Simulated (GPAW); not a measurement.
# HgTe (Coloradoite) (F-43m) in GPAW: settings compared, part 3 of 3

GPAW 26.7.0.

## 4. Equation of state, PBE

Contents of run.py:

```python
from ase.eos import EquationOfState
from ase.io import Trajectory
from ase.spacegroup import crystal
from ase.units import GPa
from gpaw import GPAW, PW

# Hg 4a
# Te 4c
atoms = crystal(['Hg', 'Te'],
                basis=[[0.0, 0.0, 0.0],
                       [0.25, 0.25, 0.25]],
                spacegroup=216, setting=1,  # F-43m
                cellpar=[6.429, 6.429, 6.429, 90.0, 90.0, 90.0],
                primitive_cell=True)

traj = Trajectory('eos.traj', 'w')
volumes, energies = [], []
for x in [0.94, 0.96, 0.98, 1.0, 1.02, 1.04, 1.06]:
    a = atoms.copy()
    a.set_cell(atoms.cell * x**(1 / 3), scale_atoms=True)
    calc = GPAW(mode=PW(600),
                xc='PBE',
                kpts={'size': (6, 6, 6), 'gamma': True},
                occupations={'name': 'fermi-dirac', 'width': 0.05},
                nbands=18,
                convergence={'density': 1e-05, 'energy': 1e-05},
                maxiter=150,
                txt=f'eos-{x:.2f}.txt')
    a.calc = calc
    energies.append(a.get_potential_energy(force_consistent=True))
    volumes.append(a.get_volume())
    p = -a.get_stress()[:3].mean() / GPa
    calc.write(f'eos-{x:.2f}.gpw')
    traj.write(a)
    print(f'{x:.2f} {volumes[-1]:10.4f} A^3 {energies[-1]:14.6f} eV {p:9.3f} GPa', flush=True)

v0, e0, B = EquationOfState(volumes, energies, eos='birchmurnaghan').fit()
print(f'V0 = {v0:.4f} A^3, E0 = {e0:.6f} eV, B0 = {B / GPa:.2f} GPa')
```

Potentials or basis: GPAW PAW data sets (gpaw-data 1.2.1), pw.

Command:

```
OMP_NUM_THREADS=1 python run.py
```

The log of the run:

```text
__  _  _
 | _ |_)|_||  |
 |__||  | ||/\| - 26.7.0

Input parameters:
  mode=PW(ecut=600.0),
  convergence={'density': 1e-05, 'energy': 1e-05},
  kpts=MonkhorstPack(size=(6, 6, 6), gamma=True),
  maxiter=150,
  nbands=18,
  occupations=Occupations(name='fermi-dirac', width=0.05),
  xc=XC(name='PBE')

Diagonalizing LCAO Hamiltonian
Converting LCAO to pw mode

            Te

       Hg

Atoms  # Å, Bohr magnetons
|   | symbol |        x |        y |        z |    initial magnetic moments |
|---|--------|----------|----------|----------|-----------------------------|
| 0 |     Hg | 0.000000 | 0.000000 | 0.000000 | ( 0.0000,  0.0000,  0.0000) |
| 1 |     Te | 1.574440 | 1.574440 | 1.574440 | ( 0.0000,  0.0000,  0.0000) |

Unit cell  # Å
| periodic |        x |        y |        z |  lengths |    angles |
|----------|----------|----------|----------|----------|-----------|
|      yes | 0.000000 | 3.148880 | 3.148880 | 4.453188 | 60.000000 |
|      yes | 3.148880 | 0.000000 | 3.148880 | 4.453188 | 60.000000 |
|      yes | 3.148880 | 3.148880 | 0.000000 | 4.453188 | 60.000000 |

Number of symmetries: 24
Symmetry operations  # r_c * U_cc + t_c -> r_c
|    | kind |            matrix            |
|----|------|------------------------------|
|  0 |  E   |  1, 0, 0,  0, 1, 0,  0, 0, 1 |
|  1 |  σ   |  1, 0, 0,  0, 0, 1,  0, 1, 0 |
|  2 |  σ   |  1, 0,-1,  0, 1,-1,  0, 0,-1 |
|  3 |  C3  |  1, 0,-1,  0, 0,-1,  0, 1,-1 |
|  4 |  C3  |  1,-1, 0,  0,-1, 1,  0,-1, 0 |
|  5 |  σ   |  1,-1, 0,  0,-1, 0,  0,-1, 1 |
|  6 |  σ   |  0, 1, 0,  1, 0, 0,  0, 0, 1 |
|  7 |  C3  |  0, 1, 0,  0, 0, 1,  1, 0, 0 |
|  8 |  C2  |  0, 1,-1,  1, 0,-1,  0, 0,-1 |
|  9 |  S4  |  0, 1,-1,  0, 0,-1,  1, 0,-1 |
| 10 |  C3  |  0, 0, 1,  1, 0, 0,  0, 1, 0 |
| 11 |  σ   |  0, 0, 1,  0, 1, 0,  1, 0, 0 |
| 12 |  S4  |  0, 0,-1,  1, 0,-1,  0, 1,-1 |
| 13 |  C3  |  0, 0,-1,  0, 1,-1,  1, 0,-1 |
| 14 |  S4  |  0,-1, 1,  1,-1, 0,  0,-1, 0 |
| 15 |  C2  |  0,-1, 1,  0,-1, 0,  1,-1, 0 |
| 16 |  C3  |  0,-1, 0,  1,-1, 0,  0,-1, 1 |
| 17 |  S4  |  0,-1, 0,  0,-1, 1,  1,-1, 0 |
| 18 |  S4  | -1, 1, 0, -1, 0, 1, -1, 0, 0 |
| 19 |  C3  | -1, 1, 0, -1, 0, 0, -1, 0, 1 |
| 20 |  C3  | -1, 0, 1, -1, 1, 0, -1, 0, 0 |
| 21 |  S4  | -1, 0, 1, -1, 0, 0, -1, 1, 0 |
| 22 |  σ   | -1, 0, 0, -1, 1, 0, -1, 0, 1 |
| 23 |  C2  | -1, 0, 0, -1, 0, 1, -1, 1, 0 |

BZ-sampling:
  Number of BZ points: 216
  Number of IBZ points: 16

  Monkhorst-Pack size: [6, 6, 6]
  Monkhorst-Pack shift: [0.08333333333333333, 0.08333333333333333, 0.08333333333333333]

K-points  # in reciprocal-cell coordinates
|     |                                coordinates |     weight |
|-----|--------------------------------------------|------------|
|   0 | (  0.00000000,   0.00000000,   0.00000000) | 0.00462963 |
|   1 | (  0.16666667,   0.16666667,   0.00000000) | 0.02777778 |
[... 77 lines left out ...]
    |   5p |  4.000 |      -5.955 |    1.196 |
    |    s |        |      12.123 |    1.180 |
    |    p |        |      21.256 |    1.196 |
    |    d |        |       0.000 |    1.238 |

    Using partial waves for Te as LCAO basis

Reference energy: -717946.462161  # eV

eigensolver:
  PPCG
  Converge bands: occupied
  niter=2

density mixing:
  MSR1-Mixer
  Pratt-step length: 0.05
  Maximum mixing coefficient: 0.75
  Old densities: 10
  SVD Regularization: 0.005
  Good broyden scale: 1.0
  Trust region scale: 1.0
  Backstep threshold: 4.0
  History deletion threshold: 6.0
  Fourier metric: weight=20.0, sigma=0.015

occupation numbers:
  Fermi-Dirac:
    width: 0.0500  # eV

poisson solver:
  ecut: 4800.0  # eV

xc functional:
  name: PBE with 2 nearest neighbor stencil

convergence criteria:
- Maximum integral of absolute [dens]ity change: 1e-05 electrons / valence electron
- Maximum [total energy] change in last 3 cyles: 1e-05 eV / valence electron
- Maximum integral of absolute [eigenst]ate change: 4e-08 eV^2 / valence electron
maximum number of iterations: 150

SCF iterations
|iter     | |      energy | eigst |  dens |
|---------|-|-------------|-------|-------|
|iter:   1| |   -4.395517 | -0.03 |       |
|iter:   2| |   -4.354153 | -2.04 | -1.43 |
|iter:   3| |   -4.238460 | -1.96 | -1.47 |
|iter:   4| |   -4.250618 | -2.69 | -1.88 |
|iter:   5| |   -4.257993 | -2.98 | -2.20 |
|iter:   6| |   -4.258333 | -4.39 | -3.26 |
|iter:   7| |   -4.258382 | -5.02 | -3.68 |
|iter:   8| |   -4.258383c| -6.68 | -4.28 |
|iter:   9| |   -4.258383c| -7.15 | -4.97 |
|iter:  10| |   -4.258383c| -7.87c| -5.52c|

Converged in 10 steps
Energy contributions relative to reference atoms: (reference = -717946.462161)

Energy contributions:
  Kinetic:          39.422026
  Coulomb:         -32.870453
  Zero:             -2.014694
  External:          0.000000
  Xc:               -8.794804
  Entropy:          -0.000915
  Spinorbit:         0.000000
  ----------------------------
  Free energy:      -4.258840
  Extrapolated:     -4.258383

dipole moment: (-26.674423, -26.674423, -26.674423)  # |e|*Ang

Fermi level: 5.525
Eigenvalues  # (at kpt = [0.000, 0.000, 0.000])
| band index |      eig [eV] | occ [0-2] |
|------------|---------------|-----------|
|          0 |       -58.359 |     2.000 |
|        ... |               |           |
|          5 |        -2.461 |     2.000 |
|          6 |        -2.461 |     2.000 |
|          7 |        -1.858 |     2.000 |
|          8 |        -1.858 |     2.000 |
|          9 |         5.086 |     2.000 |
|         10 |         5.489 |     1.339 |
|         11 |         5.489 |     1.339 |
|         12 |         5.489 |     1.339 |
|         13 |         9.599 |     0.000 |
|         14 |         9.599 |     0.000 |
|         15 |         9.599 |     0.000 |
|         16 |        12.008 |     0.000 |
|         17 |        15.300 |     0.000 |

No gap
No difference between direct/indirect transitions

Stress tensor  # eV/Ang^3
|         x |         y |         z |
|-----------|-----------|-----------|
| -0.053550 | -0.000000 |  0.000000 |
| -0.000000 | -0.053550 |  0.000000 |
|  0.000000 |  0.000000 | -0.053550 |

# Writing to eos-0.94.gpw (mode='')
```

eos-1.00.txt:

```text
SCF iterations
|iter     | |      energy | eigst |  dens |
|---------|-|-------------|-------|-------|
|iter:   1| |   -4.541528 | -0.08 |       |
|iter:   2| |   -4.502499 | -2.03 | -1.43 |
|iter:   3| |   -4.399584 | -1.97 | -1.48 |
|iter:   4| |   -4.412307 | -2.67 | -1.88 |
|iter:   5| |   -4.419037 | -3.01 | -2.22 |
[... 38 lines left out ...]
|         14 |         8.932 |     0.000 |
|         15 |         8.932 |     0.000 |
|         16 |        11.256 |     0.000 |
|         17 |        14.433 |     0.000 |

No gap
No difference between direct/indirect transitions

Stress tensor  # eV/Ang^3
|         x |         y |         z |
|-----------|-----------|-----------|
| -0.028430 | -0.000000 |  0.000000 |
| -0.000000 | -0.028430 |  0.000000 |
|  0.000000 |  0.000000 | -0.028430 |

# Writing to eos-1.00.gpw (mode='')
```

Run time: 58 s. Hardware: 1 thread of Intel Xeon 6975P-C (Granite Rapids), shared host; peak memory 0.26 GiB.

What came out:

```
Equilibrium volume : 36.79 Å³/atom (rough: see the caveat)
Bulk modulus       : 35 GPa (rough)
```

Energy against volume, from the lowest point:
```
volume (Å³/atom)  energy (meV/atom)
          31.223             118.50
          31.887              86.00
          32.551              59.38
          33.215              37.99
          33.880              21.28
          34.544               8.77
          35.208               0.00
```

Caveat: the minimum lies outside the volumes run.

## 5. Band structure, PBE

Contents of run.py:

```python
from ase.dft.bandgap import bandgap
from ase.io import write
from ase.spacegroup import crystal
from ase.units import GPa
from gpaw import GPAW, PW, setup_paths

setup_paths.insert(0, '.')

# Hg 4a
# Te 4c
atoms = crystal(['Hg', 'Te'],
                basis=[[0.0, 0.0, 0.0],
                       [0.25, 0.25, 0.25]],
                spacegroup=216, setting=1,  # F-43m
                cellpar=[6.429, 6.429, 6.429, 90.0, 90.0, 90.0],
                primitive_cell=True)

calc = GPAW(mode=PW(600),
            xc='PBE',
            kpts={'size': (6, 6, 6), 'gamma': True},
            occupations={'name': 'fermi-dirac', 'width': 0.05},
            setups={'Hg': 'jth', 'Te': 'jth'},
            nbands=-9,
            convergence={'density': 1e-05, 'energy': 1e-05},
            maxiter=150,
            txt='gpaw.txt')
atoms.calc = calc
energy = atoms.get_potential_energy()
forces = atoms.get_forces()
stress = atoms.get_stress()
calc.write('gs.gpw')
write('result.traj', atoms)
print(f'Energy: {energy:.6f} eV')
print('Forces (eV/A):')
print(forces.round(4))
print('Stress (GPa):', (stress / GPa).round(3))
print('Fermi level:', round(calc.get_fermi_level(), 4), 'eV')
print(f'Gap: {bandgap(calc)[0]:.4f} eV, direct: {bandgap(calc, direct=True)[0]:.4f} eV')

path = atoms.cell.bandpath('GXWKGLUWLK,UX', npoints=100, eps=1e-4)
bs_calc = calc.fixed_density(kpts=path, symmetry='off', nbands=-21,
                             convergence={'bands': 'CBM+6.0', 'eigenstates': 1e-6}, txt='bands.txt')
bs = bs_calc.band_structure()
bs.write('bs.json')
print(f'Gap on the path: {bandgap(bs_calc)[0]:.4f} eV')
```

Potentials or basis: JTH PAW 2.0, PBE, pw.

Command:

```
OMP_NUM_THREADS=1 python run.py
```

Run time: 1.8 min. Hardware: 1 thread of Intel Xeon Platinum 8488C (Sapphire Rapids), shared host; peak memory 0.34 GiB.

Results (log left out):

```yaml
Free_energy: -3.1776 eV
Pressure: 4.9 GPa
Band_gap_along_the_path: none (metal or under the smearing width)
```

Levels at the corners of the path, in eV from the Fermi level:
| point | band 6 | band 7 | band 8 | band 9 | band 10 | band 11 | band 12 | band 13 |
| --- | --- | --- | --- | --- | --- | --- | --- | --- |
| Γ | -6.93 | -0.70 | -0.04 | -0.04 | -0.04 | 4.20 | 4.20 | 4.20 |
| X | -6.45 | -5.57 | -2.37 | -2.37 | 1.85 | 2.42 | 8.29 | 9.05 |
| W | -6.27 | -5.67 | -2.79 | -2.65 | 3.14 | 4.61 | 5.34 | 6.20 |
| K | -6.36 | -5.60 | -3.04 | -1.98 | 2.21 | 4.01 | 7.11 | 7.29 |
| Γ | -6.93 | -0.70 | -0.04 | -0.04 | -0.04 | 4.20 | 4.20 | 4.20 |
| L | -6.61 | -5.63 | -1.05 | -1.05 | 0.67 | 5.03 | 5.03 | 6.91 |
| U | -6.36 | -5.60 | -3.04 | -1.98 | 2.21 | 4.01 | 7.11 | 7.29 |
| W | -6.27 | -5.67 | -2.79 | -2.65 | 3.14 | 4.61 | 5.34 | 6.20 |
| L | -6.61 | -5.63 | -1.05 | -1.05 | 0.67 | 5.03 | 5.03 | 6.91 |
| K | -6.36 | -5.60 | -3.04 | -1.98 | 2.21 | 4.01 | 7.11 | 7.29 |
| U | -6.36 | -5.60 | -3.04 | -1.98 | 2.21 | 4.01 | 7.11 | 7.29 |
| X | -6.45 | -5.57 | -2.37 | -2.37 | 1.85 | 2.42 | 8.29 | 9.05 |

Caveat: the program truncates these outside data sets; spin-orbit coupling is left out, which moves the levels of the heavy elements.

## 6. How close it comes

Step 2. Measured bulk modulus of HgTe: 43 GPa (a printed reference work, monograph). This calculation gives 47 GPa (+10.4 %). The fit is for a static lattice scaled at fixed shape and fixed fractional positions.
